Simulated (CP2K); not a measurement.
FeO (Wuestite):

```
Fe O
1.0
     3.04820    0.00000    0.00000
     1.52410    2.63982    0.00000
     1.52410    0.87994    2.48884
Fe O
1 1
Cartesian
  0.0000 0.0000 0.0000
  3.0482 1.7599 1.2444
```

Program: CP2K 2026.2. Alike in all runs: task band structure; spin collinear, ferromagnetic start; cell as given; k mesh 11 × 11 × 11.

Order these runs on this cell by their pressure, lowest first.
A. level LDA; potentials or basis GTH_POTENTIALS Fe GTH-PADE-q16, O GTH-PADE-q6; DZVP-MOLOPT-PBE-GTH basis; smearing fermi-dirac 0.05 eV; EPS_DEFAULT 1.0E-10; MIXING METHOD PULAY_MIXING; MIXING ALPHA 0.4; NBUFFER 6; NGRIDS 4
B. level PBE; potentials or basis POTENTIAL_UZH Fe GTH-PBE-q16, O GTH-PBE-q6; TZVP-MOLOPT-PBE-GTH basis; smearing fermi-dirac 0.05 eV; EPS_DEFAULT 1.0E-9; MIXING METHOD BROYDEN_MIXING; MIXING ALPHA 0.2; NBUFFER 10; NGRIDS 5
C. level PBEsol; potentials or basis POTENTIAL_UZH Fe GTH-PBE-q16, O GTH-PBE-q6; TZVP-MOLOPT-PBE-GTH basis; smearing fermi-dirac 0.01 eV; EPS_DEFAULT 1.0E-10; MIXING METHOD PULAY_MIXING; MIXING ALPHA 0.4; NBUFFER 6; NGRIDS 5
D. level r2SCAN; potentials or basis POTENTIAL_UZH Fe GTH-SCAN-q16, O GTH-SCAN-q6; DZVP-MOLOPT-SCAN-GTH basis; smearing fermi-dirac 0.05 eV; EPS_DEFAULT 1.0E-9; MIXING METHOD PULAY_MIXING; MIXING ALPHA 0.4; NBUFFER 6; NGRIDS 5

A (-15.3 GPa), C (-7.7 GPa), D (-6.0 GPa), B (0.4 GPa).

Caveats: the basis of atomic orbitals isn't converged, which shifts pressures, moduli and gaps; a cell with one magnetic atom can't hold antiferromagnetic order, which such compounds often take; so large a pressure means that the cell lies far from this level's equilibrium, or that cutoff or potentials fall short (some runs); the potentials were made for another functional, which shifts forces and pressure (some runs).

Not every run made on this cell is shown here.
